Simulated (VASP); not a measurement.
A run of VASP 6.6.1 is set up as follows.

INCAR

```
SYSTEM = Os
  PREC = Accurate
  ENCUT = 600
  EDIFF = 1E-7
  ISMEAR = 0
  SIGMA = 0.1
  LREAL = .False.
  LASPH = .True.
  NELM = 100
  ALGO = Normal
  ISIF = 3
  LWAVE = .False.
  LCHARG = .False.
  GGA = PE
  IVDW = 12
  IBRION = 2
  NSW = 100
  EDIFFG = -0.005
```

KPOINTS

```
regular mesh
0
Gamma
  18 18 18
  0 0 0
```

The input POSCAR:

```
Os
1.0
    0.0000000000      1.9220413878      1.9220413878
    1.9220413878      0.0000000000      1.9220413878
    1.9220413878      1.9220413878      0.0000000000
Os
1
Direct
    0.0000000000      0.0000000000      0.0000000000
```

Potentials or basis: VASP PAW PBE potentials, release 64 (Os).

Command:

```console
$ cat potpaw_PBE.64/Os/POTCAR > POTCAR
$ mpirun -np 1 vasp_std > vasp.out
```

Predict the relaxed volume.

14.07 Å³/atom.

What does it give for the relaxed cell?

a = 2.710 Å, b = 2.710 Å, c = 2.710 Å, α = 60.00°, β = 60.00°, γ = 60.00°.

Final structure:
```
Os
1.0
     0.00000    1.91627    1.91627
     1.91627    0.00000    1.91627
     1.91627    1.91627    0.00000
Os
1
Direct
  0.00000 0.00000 0.00000
```

Caveat: pairwise dispersion overbinds metals, which lowers pressure and volume. The run has no spin-orbit coupling, so splittings on Os are missing.
